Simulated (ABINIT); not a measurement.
The system is SnSe2.

```
CELL_PARAMETERS angstrom
3.81100 0.00000 0.00000
-1.90550 3.30042 0.00000
0.00000 0.00000 6.13600
ATOMIC_POSITIONS crystal
Sn 0.00000 0.00000 0.00000
Se 0.66667 0.33333 0.75100
Se 0.33333 0.66667 0.24900
```

Base run:

| Quantity | Value |
| --- | --- |
| Program | ABINIT 10.8.3 (patched build) |
| Functional | LDA |
| Potentials or basis | PseudoDojo NC SR LDA v0.4.1 standard |
| Cutoff | 1088 eV |
| k mesh | 6 × 6 × 4 |
| Occupations | fermi-dirac, width 0.05 eV |
| Spin | no spin polarisation |

Its results: band gap on the k mesh 0.66 eV, indirect (least direct gap 0.84 eV); pressure 0.8 GPa; largest force 0.486 eV/Å.

Problem. The run is repeated on the same cell with these changes: functional from LDA to PBEsol; potentials or basis from PseudoDojo NC SR LDA v0.4.1 standard to PseudoDojo NC SR PBEsol v0.4.1 standard; cutoff from 1088 eV to 1061 eV. What comes out?

Solution. Band gap on the k mesh 0.72 eV, indirect (least direct gap 0.97 eV); pressure 2.4 GPa; largest force 0.621 eV/Å.

Caveats: spin-orbit coupling is left out, which moves the levels of the heavy elements; this functional lacks dispersion, which binds the layers, so the pressure and a relaxed spacing across them are unreliable (some runs).

A k mesh can miss the band edges.
